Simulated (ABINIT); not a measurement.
Write the native input for ABINIT 10.8.3 (patched build) that does the following.

```yaml
Task: band structure
Functional: BLYP
Potentials_or_basis: JTH PAW PBE v2.0
Cutoff: 463 eV
k_mesh: 9 × 9 × 5
Occupations: fermi-dirac, width 0.05 eV
Spin: no spin polarisation
Fine-grid_cutoff: 925.187 eV
Exchange_and_correlation_inside_the_PAW_spheres: full angular mesh (pawxcdev 0, this build's default; the released program takes 1)
```

Zr:

```xyz
2
Lattice="3.2320 0.0000 0.0000 -1.6160 2.7990 0.0000 0.0000 0.0000 5.1470" Properties=species:S:1:pos:R:3 pbc="T T T"
Zr    1.6160    0.9330    3.8603
Zr    0.0000    1.8660    1.2868
```

One way to write it, as run:

run.abi

```
# Datasets: ground state, then fixed potential
ndtset 2

# Pseudopotentials
pp_dirpath "./"
pseudos "Zr.GGA_PBE-JTH.xml"

# Structure
acell 3*1.0
rprim
     6.1075948348     0.0000000000     0.0000000000
    -3.0537974174     5.2893322829     0.0000000000
     0.0000000000     0.0000000000     9.7264203634
ntypat 1
znucl 40
natom 2
typat 1 1
xred
     0.6666666667     0.3333333333     0.7500000000
     0.3333333333     0.6666666667     0.2500000000

# Plane-wave basis
ecut 17.0
pawecutdg 34.0

# Exchange and correlation
ixc -106131

# Bands and occupations
occopt 3
tsmear 0.00183747

# SCF cycle
nstep 100

# Output
iomode 3
prtwf 0
prteig 0
prtebands 0
enunit 1
prtden1 1
prtvha1 1
prtvclmb1 1
prtpot1 1

# Dataset 1
kptopt1 1
ngkpt1 9 9 5
nshiftk1 1
shiftk1 0.0 0.0 0.0
nband1 16
tolvrs1 1.0e-9

# Dataset 2: bands along G-M-K-G-A-L-H-A
iscf2 -2
getden2 1
nband2 20
nbdbuf2 2
tolwfr2 1.0e-12
kptopt2 -7
ndivsm2 5
prteig2 1
prtvol2 -3
kptbounds2
     0.0000000000     0.0000000000     0.0000000000
     0.5000000000     0.0000000000     0.0000000000
     0.3333333333     0.3333333333     0.0000000000
     0.0000000000     0.0000000000     0.0000000000
     0.0000000000     0.0000000000     0.5000000000
     0.5000000000     0.0000000000     0.5000000000
     0.3333333333     0.3333333333     0.5000000000
     0.0000000000     0.0000000000     0.5000000000
```

Potentials or basis: JTH PAW PBE v2.0.

Command:

```sh
$ abinit run.abi > log 2>&1
```

It gave:

The pressure is 3.5 GPa, the band gap on the k mesh is none (metal or under the smearing width) and the valence electrons inside the program's atomic spheres are Zr 9.05 (radii [1.1749] Å).

Caveat: the PAW data sets were made with another functional, which shifts forces and pressure a little.

It took 31 s on 1 thread of Arm Neoverse V2, with other jobs on the host, peak memory 0.13 GiB.
